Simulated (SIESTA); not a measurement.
**KMgF3: energy against volume and a worked fit**

Space group Pm-3m (No. 221). a = 3.986 Å, b = 3.986 Å, c = 3.986 Å, α = 90.00°, β = 90.00°, γ = 90.00°
```csv
atom,site,symmetry,x,y,z
K,1b,m-3m,0.5000,0.5000,0.5000
Mg,1a,m-3m,0.0000,0.0000,0.0000
F,3d,4/mm.m,0.0000,0.0000,0.5000
```

The cell was scaled at fixed shape and fractions and run with SIESTA, files PseudoDojo sr-lda-0.4.1-standard, DZP (energy shift 0.003 Ry; two zetas on semicore shells; d shell added on K); LDA, k mesh 5 × 5 × 5 on the cell of 5 atoms, fermi-dirac occupations of 0.05 eV, no spin polarisation, no spin-orbit coupling. Energies are those that the program minimises, any entropy of the smearing included.

| V (Å³/atom) | energy over the lowest row (meV/atom) |
| --- | --- |
| 11.9052 | 0.71 |
| 12.1585 | 0.00 |
| 12.4118 | 2.17 |
| 12.6651 | ? |
| 12.9184 | 14.08 |
| 13.1717 | 23.28 |
| 13.4250 | 34.34 |

Fit the third-order Birch-Murnaghan form, give V0, B0 and B′, and predict the energy left open.

With y = (V0/V)^(2/3), E = E0 + (9 V0 B0/16) [(y - 1)³ B′ + (y - 1)² (6 - 4y)]. Least squares through the rows shown give V0 = 12.0909 Å³/atom, E0 = -0.11 meV, B0 = 90.31 GPa (1 eV/Å³ = 160.218 GPa) and B′ = 4.32, with a largest miss of 0.01 meV. At V = 12.6651 the form with these constants gives 6.97 meV; the run gave 6.99 meV an atom.
